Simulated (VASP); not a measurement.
# HgTe (Coloradoite) (F-43m) in VASP: a series of runs, part 2 of 2

VASP 6.6.1. Earlier steps stand in the parts before.

### Step 4. Relaxation of cell and atoms, PBE

INCAR

```
SYSTEM = HgTe
ALGO     = Normal         ! electronic algorithm
EDIFF    = 1E-6           ! SCF threshold, eV
EDIFFG   = -0.02          ! ionic threshold
ENCUT    = 600            ! plane-wave cutoff, eV
GGA      = PE             ! functional
IBRION   = 2              ! ionic algorithm
ISIF     = 3              ! what is computed and relaxed
ISMEAR   = -1             ! smearing method
LASPH    = .True.         ! aspherical terms in the spheres
LCHARG   = .False.        ! write CHGCAR
LREAL    = .False.        ! projectors in reciprocal space
LWAVE    = .False.        ! write WAVECAR
NELM     = 100            ! most SCF steps
NSW      = 60             ! ionic steps
PREC     = Accurate       ! precision mode
SIGMA    = 0.05           ! smearing width, eV
```

KPOINTS

```
k-points
0
Gamma
  7 7 7
  0 0 0
```

POSCAR

```
HgTe
1.0
    0.0000000000      3.2145000000      3.2145000000
    3.2145000000      0.0000000000      3.2145000000
    3.2145000000      3.2145000000      0.0000000000
Hg Te
1 1
Direct
    0.0000000000      0.0000000000      0.0000000000
    0.7500000000      0.7500000000      0.7500000000
```

Potentials or basis: VASP PAW PBE potentials, release 64 (Hg, Te).

Command:

```
$ cat potpaw_PBE.64/Hg/POTCAR potpaw_PBE.64/Te/POTCAR > POTCAR
$ mpirun -np 1 vasp_std > vasp.out
```

OUTCAR:

```text
SYSTEM = HgTe
   EDIFF = 1E-6
   EDIFFG = -0.02
   ENCUT = 600
   GGA = PE
   IBRION = 2
   ISIF = 3
   ISMEAR = -1
   LASPH = .True.
   LREAL = .False.
   NELM = 100
   NSW = 60
   PREC = Accurate

 ion  position               nearest neighbor table
   1  0.000  0.000  0.000-   2 2.78   2 2.78   2 2.78   2 2.78
   2  0.750  0.750  0.750-   1 2.78   1 2.78   1 2.78   1 2.78

  LATTYP: Found a face centered cubic cell.
 ALAT       =     6.4290000000

  Lattice vectors:

 A1 = (   0.0000000000,   3.2145000000,   3.2145000000)
 A2 = (   3.2145000000,   0.0000000000,   3.2145000000)
 A3 = (   3.2145000000,   3.2145000000,   0.0000000000)

Analysis of symmetry for initial positions (statically):
=====================================================================
 Subroutine PRICEL returns:
 Original cell was already a primitive cell.

 Routine SETGRP: Setting up the symmetry group for a
 face centered cubic supercell.

 Subroutine GETGRP returns: Found 24 space group operations
 (whereof 24 operations were pure point group operations)
 out of a pool of 48 trial point group operations.

The static configuration has the point symmetry T_d .

Analysis of symmetry for dynamics (positions and initial velocities):
=====================================================================
 Subroutine PRICEL returns:
 Original cell was already a primitive cell.

 Routine SETGRP: Setting up the symmetry group for a
 face centered cubic supercell.

 Subroutine GETGRP returns: Found 24 space group operations
 (whereof 24 operations were pure point group operations)
 out of a pool of 48 trial point group operations.

The dynamic configuration has the point symmetry T_d .

 Subroutine INISYM returns: Found 24 space group operations
 (whereof 24 operations are pure point group operations),
 and found     1 'primitive' translations

----------------------------------------------------------------------------------------

                                     Primitive cell
[... 101 lines left out ...]
   ISMEAR =    -1;   SIGMA  =   0.05  broadening in eV -4-tet -1-fermi 0-gaus
   EFERMI_NEDOS =   21; number of points for ismear=-14 and -15
   IALGO  =     38    algorithm
   IMIX   =      4    mixing-type and parameters
     AMIX     =   0.40;   BMIX     =  1.00
     AMIX_MAG =   1.60;   BMIX_MAG =  1.00
  volume/ion in A,a.u.               =      33.22       224.15
  Fermi-wavevector in a.u.,A,eV,Ry     =   1.059357  2.001894 15.268958  1.122237
  Thomas-Fermi vector in A             =   2.194699
   LORBIT       =      0    0 simple, 1 ext, 2 COOP (PROOUT), +10 PAW based schemes
   GGA     = PE    functional components
   LHFCALC =     F    Hartree Fock is set to
   AEXX    =    0.0000 exact exchange contribution
   IVDW    =     0    specifies the selected vdW correction
   LEPSILON=     F    determine dielectric tensor
   LRPA    =     F    only Hartree local field effects (RPA)
 conjugate gradient relaxation of ions
 non-spin polarized calculation
  energy-cutoff  :      600.00
  volume of cell :       66.43
 maximum number of plane-waves:      2239
   NGX = 19   NGY = 19   NGZ = 19

--------------------------------------- Ionic step        1  -------------------------------------------

 number of electron      18.0000000 magnetization

 Free energy of the ion-electron system (eV)
  ---------------------------------------------------
  ext. energy  EPLUGINS =         0.00000000
  ---------------------------------------------------
  free energy    TOTEN  =        -3.55183495 eV

  energy without entropy =       -3.55114813  energy(sigma->0) =       -3.55149154

------------------------ aborting loop because EDIFF is reached ----------------------------------------

  FORCE on cell =-STRESS in cart. coord.  units (eV):
  Direction    XX          YY          ZZ          XY          YZ          ZX
  --------------------------------------------------------------------------------------
  -------------------------------------------------------------------------------------
  Total        1.9314958      1.9314958      1.9314958     -0.0000000      0.0000000      0.0000000
  in kB       46.5837081     46.5837081     46.5837081     -0.0000000      0.0000000      0.0000000
  external PRESSURE =      46.5837081 kB  Pullay stress =       0.0000000 kB
[... 59 lines left out ...]
--------------------------------------- Ionic step        3  -------------------------------------------

 number of electron      17.9999998 magnetization

 Free energy of the ion-electron system (eV)
  ---------------------------------------------------
  ext. energy  EPLUGINS =         0.00000000
  ---------------------------------------------------
  free energy    TOTEN  =        -3.64702788 eV

  energy without entropy =       -3.64621339  energy(sigma->0) =       -3.64662063

 E-fermi :   2.2700     XC(G=0):  -8.3492

 val. band max:        2.2214198084   @ k =   0.0000   0.0000   0.0000
 cond. band min:       2.8554722629   @ k =   0.1429   0.0000   0.0000
 fundamental gap:      0.6340524545
 Fermi energy:         2.2700016120

 k-point     1 :       0.0000    0.0000    0.0000
  band No.  band energies     occupation
      1      -9.1817      2.00000
      2      -4.6648      2.00000
      3      -4.6648      2.00000
      4      -4.6648      2.00000
      5      -4.2347      2.00000
      6      -4.2347      2.00000
      7       1.2931      2.00000
      8       2.2214      1.45089
      9       2.2214      1.45089
     10       2.2214      1.45089
     11       6.5953      0.00000
     12       6.5953      0.00000
     13       6.5953      0.00000
[... 331 lines left out ...]
  FREE ENERGIE OF THE ION-ELECTRON SYSTEM (eV)
  ---------------------------------------------------
  free  energy   TOTEN  =        -3.6470278750 eV

  energy  without entropy=       -3.6462133875  energy(sigma->0) =       -3.64662063

 reached required accuracy - stopping structural energy minimisation
```

OSZICAR:

```text
N       E                     dE             d eps       ncg     rms          rms(c)
DAV:   1     0.116037264771E+03    0.11604E+03   -0.88927E+03   520   0.135E+03
DAV:   2     0.109976840295E+01   -0.11494E+03   -0.10873E+03   550   0.281E+02
DAV:   3    -0.371886492748E+01   -0.48186E+01   -0.47854E+01   650   0.599E+01
[... 28 lines left out ...]
DAV:   5    -0.364700103077E+01    0.15891E-03   -0.84187E-04   553   0.367E-01    0.142E-01
DAV:   6    -0.364703228654E+01   -0.31256E-04   -0.17331E-04   570   0.139E-01    0.591E-02
DAV:   7    -0.364702535232E+01    0.69342E-05   -0.18060E-05   565   0.520E-02    0.122E-02
DAV:   8    -0.364702755490E+01   -0.22026E-05   -0.32849E-06   557   0.140E-02    0.405E-03
DAV:   9    -0.364702787500E+01   -0.32011E-06   -0.32376E-07   440   0.512E-03
   3 F= -.36470279E+01 E0= -.36466206E+01  d E =-.951929E-01
```

CONTCAR:

```text
HgTe
   1.00000000000000
    -0.0000000000000000    3.3271803614154103    3.3271803614154103
     3.3271803614154103    0.0000000000000000    3.3271803614154103
     3.3271803614154103    3.3271803614154103   -0.0000000000000000
  Hg              Te
     1     1
Direct
     0.0000000000000000    0.0000000000000000    0.0000000000000000
     0.7500000000000000    0.7500000000000000    0.7500000000000000

  0.00000000E+00  0.00000000E+00  0.00000000E+00
  0.00000000E+00  0.00000000E+00  0.00000000E+00
```

Run time: 49 s. Hardware: 1 thread of AMD EPYC 7R43 (Zen 3), shared host; peak memory 0.19 GiB.

Results:

```
Free energy                            : -3.6470 eV
Relaxed volume                         : 36.83 Å³/atom
Relaxed cell                           : a = 4.705 Å, b = 4.705 Å, c = 4.705 Å, α = 60.00°, β = 60.00°, γ = 60.00°
Space group after relaxing (to 0.05 Å) : F-43m (No. 216)
Energy gained by relaxing              : 47.6 meV/atom
Ionic steps                            : 3
Pressure after relaxing                : 0.0 GPa
Band gap on the k mesh                 : none (metal or under the smearing width)
```

Step by step:
| step | energy change (eV) | largest force (eV/Å) | pressure (GPa) | volume (Å³) |
| --- | --- | --- | --- | --- |
| 1 | 0.0000 | 0.0000 | 4.66 | 66.43 |
| 2 | -0.0870 | 0.0000 | -1.03 | 76.16 |
| 3 | -0.0952 | 0.0000 | 0.02 | 73.66 |

Final structure:
```
CELL_PARAMETERS angstrom
0.00000 3.32718 3.32718
3.32718 0.00000 3.32718
3.32718 3.32718 0.00000
ATOMIC_POSITIONS crystal
Hg 0.00000 0.00000 0.00000
Te 0.75000 0.75000 0.75000
```

Levels at points of the mesh, in eV from the Fermi level:
| k point | band 5 | band 6 | band 7 | band 8 | band 9 | band 10 | band 11 | band 12 | band 13 |
| --- | --- | --- | --- | --- | --- | --- | --- | --- | --- |
| (0.00, 0.00, 0.00) | -6.50 | -6.50 | -0.98 | -0.05 | -0.05 | -0.05 | 4.33 | 4.33 | 4.33 |

Caveat: the volume moved by +11 % from the deposited cell, more than functionals usually miss. The run has no spin-orbit coupling, so splittings on Hg, Te are missing.

### Step 5. Relaxation of cell and atoms, PBE

INCAR

```
PREC     = Accurate       # precision mode
ENCUT    = 680            # plane-wave cutoff, eV
EDIFF    = 1E-7           # SCF threshold, eV
ISMEAR   = -1             # smearing method
SIGMA    = 0.05           # smearing width, eV
LREAL    = False          # projectors in reciprocal space
LASPH    = True           # aspherical terms in the spheres
NELM     = 80             # most SCF steps
ALGO     = Normal         # electronic algorithm
ISIF     = 3              # what is computed and relaxed
LWAVE    = False          # write WAVECAR
LCHARG   = False          # write CHGCAR
GGA      = PE             # functional
IBRION   = 2              # ionic algorithm
NSW      = 40             # ionic steps
EDIFFG   = -0.005         # ionic threshold
```

KPOINTS

```
Automatic mesh
0
Gamma
  7 7 7
```

POSCAR is that of step 4.

Potentials or basis: VASP PAW PBE potentials, release 64 (Hg_sv_GW, Te_GW).

Command:

```
$ cat potpaw_PBE.64/Hg_sv_GW/POTCAR potpaw_PBE.64/Te_GW/POTCAR > POTCAR
$ mpirun -np 1 vasp_std > vasp.out
```

OUTCAR:

```text
PREC = Accurate
   ENCUT = 680
   EDIFF = 1E-7
   ISMEAR = -1
   LREAL = False
   LASPH = True
   NELM = 80
   ISIF = 3
   GGA = PE
   IBRION = 2
   NSW = 40
   EDIFFG = -0.005

 ion  position               nearest neighbor table
   1  0.000  0.000  0.000-   2 2.78   2 2.78   2 2.78   2 2.78
   2  0.750  0.750  0.750-   1 2.78   1 2.78   1 2.78   1 2.78

  LATTYP: Found a face centered cubic cell.
 ALAT       =     6.4290000000

  Lattice vectors:

 A1 = (   0.0000000000,   3.2145000000,   3.2145000000)
 A2 = (   3.2145000000,   0.0000000000,   3.2145000000)
 A3 = (   3.2145000000,   3.2145000000,   0.0000000000)

Analysis of symmetry for initial positions (statically):
=====================================================================
 Subroutine PRICEL returns:
 Original cell was already a primitive cell.

 Routine SETGRP: Setting up the symmetry group for a
 face centered cubic supercell.

 Subroutine GETGRP returns: Found 24 space group operations
 (whereof 24 operations were pure point group operations)
 out of a pool of 48 trial point group operations.

The static configuration has the point symmetry T_d .

Analysis of symmetry for dynamics (positions and initial velocities):
=====================================================================
 Subroutine PRICEL returns:
 Original cell was already a primitive cell.

 Routine SETGRP: Setting up the symmetry group for a
 face centered cubic supercell.

 Subroutine GETGRP returns: Found 24 space group operations
 (whereof 24 operations were pure point group operations)
 out of a pool of 48 trial point group operations.

The dynamic configuration has the point symmetry T_d .

 Subroutine INISYM returns: Found 24 space group operations
 (whereof 24 operations are pure point group operations),
 and found     1 'primitive' translations

----------------------------------------------------------------------------------------

[... 96 lines left out ...]
   TEBEG  =    0.0;   TEEND  =   0.0 temperature during run
   PSTRESS=    0.0 pullay stress
   NELECT =      26.0000    total number of electrons
   NUPDOWN=      -1.0000    fix difference up-down
   EMIN   =  10.00;   EMAX   =-10.00  energy-range for DOS
   EFERMI =   0.00;   METHOD = LEGACY
   ISMEAR =    -1;   SIGMA  =   0.05  broadening in eV -4-tet -1-fermi 0-gaus
   EFERMI_NEDOS =   21; number of points for ismear=-14 and -15
   IALGO  =     38    algorithm
   IMIX   =      4    mixing-type and parameters
     AMIX     =   0.40;   BMIX     =  1.00
     AMIX_MAG =   1.60;   BMIX_MAG =  1.00
  volume/ion in A,a.u.               =      33.22       224.15
  Fermi-wavevector in a.u.,A,eV,Ry     =   1.197501  2.262949 19.510869  1.434008
  Thomas-Fermi vector in A             =   2.333414
   LORBIT       =      0    0 simple, 1 ext, 2 COOP (PROOUT), +10 PAW based schemes
   GGA     = PE    functional components
   LHFCALC =     F    Hartree Fock is set to
   AEXX    =    0.0000 exact exchange contribution
   IVDW    =     0    specifies the selected vdW correction
   LEPSILON=     F    determine dielectric tensor
   LRPA    =     F    only Hartree local field effects (RPA)
 conjugate gradient relaxation of ions
 non-spin polarized calculation
  energy-cutoff  :      680.00
  volume of cell :       66.43
 maximum number of plane-waves:      2698
   NGX = 19   NGY = 19   NGZ = 19

--------------------------------------- Ionic step        1  -------------------------------------------

 number of electron      25.9999998 magnetization

 Free energy of the ion-electron system (eV)
  ---------------------------------------------------
  ext. energy  EPLUGINS =         0.00000000
  ---------------------------------------------------
  free energy    TOTEN  =        -3.58370648 eV

  energy without entropy =       -3.58301832  energy(sigma->0) =       -3.58336240

------------------------ aborting loop because EDIFF is reached ----------------------------------------

  FORCE on cell =-STRESS in cart. coord.  units (eV):
  Direction    XX          YY          ZZ          XY          YZ          ZX
  --------------------------------------------------------------------------------------
  -------------------------------------------------------------------------------------
  Total        1.8217254      1.8217254      1.8217254     -0.0000000      0.0000000      0.0000000
  in kB       43.9362720     43.9362720     43.9362720     -0.0000000      0.0000000      0.0000000
  external PRESSURE =      43.9362720 kB  Pullay stress =       0.0000000 kB
[... 59 lines left out ...]
--------------------------------------- Ionic step        3  -------------------------------------------

 number of electron      26.0000002 magnetization

 Free energy of the ion-electron system (eV)
  ---------------------------------------------------
  ext. energy  EPLUGINS =         0.00000000
  ---------------------------------------------------
  free energy    TOTEN  =        -3.66968999 eV

  energy without entropy =       -3.66888012  energy(sigma->0) =       -3.66928506

 E-fermi :   3.3571     XC(G=0):  -8.5156

 val. band max:        3.3088577813   @ k =   0.0000   0.0000   0.0000
 cond. band min:       3.9451287895   @ k =   0.1429   0.0000   0.0000
 fundamental gap:      0.6362710083
 Fermi energy:         3.3571111401

 k-point     1 :       0.0000    0.0000    0.0000
  band No.  band energies     occupation
      1    -111.4109      2.00000
      2     -59.7594      2.00000
      3     -59.7594      2.00000
      4     -59.7594      2.00000
      5      -8.1205      2.00000
      6      -3.5920      2.00000
[... 418 lines left out ...]
  FREE ENERGIE OF THE ION-ELECTRON SYSTEM (eV)
  ---------------------------------------------------
  free  energy   TOTEN  =        -3.6696899923 eV

  energy  without entropy=       -3.6688801232  energy(sigma->0) =       -3.66928506

 reached required accuracy - stopping structural energy minimisation
```

Wall time 2 min (1 thread of AMD EPYC 7R43 (Zen 3), shared host); peak memory 0.25 GiB.

Results:

* Free energy: -3.6697 eV
* Relaxed volume: 36.67 Å³/atom
* Relaxed cell: a = 4.698 Å, b = 4.698 Å, c = 4.698 Å, α = 60.00°, β = 60.00°, γ = 60.00°
* Space group after relaxing (to 0.05 Å): F-43m (No. 216)
* Energy gained by relaxing: 43.0 meV/atom
* Ionic steps: 3
* Pressure after relaxing: 0.0 GPa
* Band gap on the k mesh: none (metal or under the smearing width)

The path:
```tsv
step	energy change (eV)	largest force (eV/Å)	pressure (GPa)	volume (Å³)
1	0.0000	0.0000	4.39	66.43
2	-0.0794	0.0000	-0.93	75.58
3	-0.0860	0.0000	0.02	73.34
```

Final structure:
```
Hg Te
1.0
     0.00000    3.32233    3.32233
     3.32233    0.00000    3.32233
     3.32233    3.32233    0.00000
Hg Te
1 1
Direct
  0.00000 0.00000 0.00000
  0.75000 0.75000 0.75000
```

Caveat: the volume moved by +10 % from the deposited cell, more than functionals usually miss.

### Step 6. Relaxation of cell and atoms, PBE

INCAR

```
ALGO = Normal
EDIFF = 1E-6
EDIFFG = -0.02
ENCUT = 630
GGA = PE
IBRION = 2
ISIF = 3
ISMEAR = -1
LASPH = True
LCHARG = False
LREAL = False
LWAVE = False
NELM = 100
NSW = 60
PREC = Accurate
SIGMA = 0.05
```

KPOINTS

```
k-points
0
Gamma
  7 7 7
```

POSCAR is that of step 5.

Potentials or basis: VASP PAW PBE potentials, release 64 (Hg_sv_GW, Te_GW).

Command:

```
$ cat potpaw_PBE.64/Hg_sv_GW/POTCAR potpaw_PBE.64/Te_GW/POTCAR > POTCAR
$ mpirun -np 1 vasp_std > vasp.out
```

Wall time 1.8 min (1 thread of AMD EPYC 7R43 (Zen 3), shared host); peak memory 0.23 GiB.

It converged, with:

```
Free energy                            : -3.6712 eV
Relaxed volume                         : 36.69 Å³/atom
Relaxed cell                           : a = 4.699 Å, b = 4.699 Å, c = 4.699 Å, α = 60.00°, β = 60.00°, γ = 60.00°
Space group after relaxing (to 0.05 Å) : F-43m (No. 216)
Energy gained by relaxing              : 43.8 meV/atom
Ionic steps                            : 3
Pressure after relaxing                : 0.0 GPa
Band gap on the k mesh                 : none (metal or under the smearing width)
```

The path:
```
step  energy change (eV)  largest force (eV/Å)  pressure (GPa)  volume (Å³)
   1              0.0000                0.0000            4.44        66.43
   2             -0.0805                0.0000           -0.98        75.67
   3             -0.0876                0.0000            0.03        73.37
```

Final structure:
```
CELL_PARAMETERS angstrom
0.00000 3.32279 3.32279
3.32279 0.00000 3.32279
3.32279 3.32279 0.00000
ATOMIC_POSITIONS crystal
Hg 0.00000 0.00000 0.00000
Te 0.75000 0.75000 0.75000
```

Levels at points of the mesh, in eV from the Fermi level:
| k point | band 9 | band 10 | band 11 | band 12 | band 13 | band 14 | band 15 | band 16 | band 17 |
| --- | --- | --- | --- | --- | --- | --- | --- | --- | --- |
| (0.00, 0.00, 0.00) | -6.51 | -6.51 | -0.97 | -0.05 | -0.05 | -0.05 | 4.34 | 4.34 | 4.34 |

Caveat: the volume moved by +10 % from the deposited cell, more than functionals usually miss. PBE usually gives volumes a little too large and moduli too small.

### Step 7. Summary

| task | potentials or basis | cell | cutoff (eV) | smearing | gap on the mesh (eV) | pressure (GPa) | relaxed volume (Å³/atom) |
| --- | --- | --- | --- | --- | --- | --- | --- |
| single point | VASP PAW PBE potentials, release 64 (Hg, Te) | as given | 520 | gaussian 0.029 eV | none | 4.6 | - |
| relaxation of cell and atoms | VASP PAW PBE potentials, release 64 (Hg, Te) | relaxed | 580 | fermi-dirac 0.05 eV | none | 0.0 | 36.83 |
| relaxation of cell and atoms | VASP PAW PBE potentials, release 64 (Hg, Te) | relaxed | 600 | fermi-dirac 0.05 eV | none | 0.0 | 36.83 |
| relaxation of cell and atoms | VASP PAW PBE potentials, release 64 (Hg_sv_GW, Te_GW) | relaxed | 680 | fermi-dirac 0.05 eV | none | 0.0 | 36.67 |
| relaxation of cell and atoms | VASP PAW PBE potentials, release 64 (Hg_sv_GW, Te_GW) | relaxed | 630 | fermi-dirac 0.05 eV | none | 0.0 | 36.69 |

Alike in all rows: level PBE; no spin polarisation; k mesh 7 × 7 × 7.

Caveats: the volume moved by +11 % from the deposited cell, more than functionals usually miss (some runs); the volume moved by +10 % from the deposited cell, more than functionals usually miss (some runs).

Total energies depend on the potentials used, so only differences within one code and one set of settings carry meaning.
